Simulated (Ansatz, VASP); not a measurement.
**One calculation of Mn, two programs**

INCAR

```
PREC = Accurate
ENCUT = 520
EDIFF = 1E-7
ISMEAR = 0
SIGMA = 0.15
LREAL = False
LASPH = True
NELM = 80
ALGO = Fast
ISIF = 2
LWAVE = False
LCHARG = False
GGA = PS
NBANDS = 20
```

Contents of KPOINTS:

```
regular mesh
0
Gamma
  21 21 12
```

POSCAR

```
Mn
1.0
    2.5581551436      0.0000000000      0.0000000000
   -1.2790775718      2.2154273412      0.0000000000
    0.0000000000      0.0000000000      4.1469808500
Mn
2
Direct
    0.6666666667      0.3333333333      0.7500000000
    0.3333333333      0.6666666667      0.2500000000
```

Input for Ansatz:

```yaml
crystal:
  lattice:
    - [2.5581551436, 0.0, 0.0]
    - [-1.2790775718, 2.2154273412, 0.0]
    - [0.0, 0.0, 4.14698085]
  atoms:
    - { symbol: Mn, position: [0.6666666667, 0.3333333333, 0.75] }
    - { symbol: Mn, position: [0.3333333333, 0.6666666667, 0.25] }
basis:
  ecutwfc: 420
kpoints:
  mp_grid: { grid: [21, 21, 12] }
hamiltonian:
  xc: pbesol
scf:
  occupations: { method: gaussian, width: 0.15 }
output:
  forces: true
  stress: true
  eigenvalues: true
```

Change from the starting cell: strain +0.030 along x and y, +0.030 along z, atoms carried along.

Alike in both runs: task single point; functional PBEsol; k mesh 21 × 21 × 12; occupations gaussian, width 0.15 eV; no spin polarisation.

|  | VASP | Ansatz |
| --- | --- | --- |
| version | VASP 6.6.1 | Ansatz 0.2.0 |
| potentials or method | VASP PAW PBE potentials, release 64 (Mn_pv) | scalar-relativistic, plane waves, PAW |
| plane-wave cutoff (eV) | 520 | 420 |
| valence electrons in the cell | 26 | 30 |

```tsv
	VASP	Ansatz	Ansatz less VASP
gap on the k mesh at the Fermi level (eV)	none	none	-
pressure (GPa)	-30.1	-30.2	-0.06
largest component of the traceless stress (GPa)	0.66	0.57	-0.091
```

A gap of «none» marks a metal or a gap that the smearing closes. The functional is the same, so the differences come from potentials, cutoffs and numerics. The two sets of potentials don't hold the same shells in valence.

Caveats: the cell as given lies far from equilibrium; so large a pressure means that the cell lies far from this level's equilibrium, or that cutoff or potentials fall short (VASP); the potentials were made for another functional, which shifts forces and pressure (VASP); the run has no spin polarisation, though such a crystal can be magnetic. Spin polarisation is off, so any magnetic state and its effect on volume and gap are missing.
